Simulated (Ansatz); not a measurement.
System: Ga (fcc type), 1 atom in the cell.

Theory: Ansatz, PBE with spin–orbit coupling, all-electron LAPW, point nucleus.

k-mesh 4×4×4 Γ-centred; Fermi–Dirac smearing of 0.15 eV.

```xyz
1
Lattice="0.0000 2.1179 2.1179 2.1179 0.0000 2.1179 2.1179 2.1179 0.0000" Properties=species:S:1:pos:R:3 pbc="T T T"
Ga    0.0000    0.0000    0.0000
```

(1) Is the cell under compression or tension, and by how much?

## Answers

(1) The pressure is 4.90 GPa, so at these settings the cell is compressed and would expand.

The k-mesh is coarse, so these values belong to this mesh and can lie far from the converged ones. This cubic structure is a model: it isn't the usual form of the substance at ambient conditions, and such phases are metastable or hypothetical.
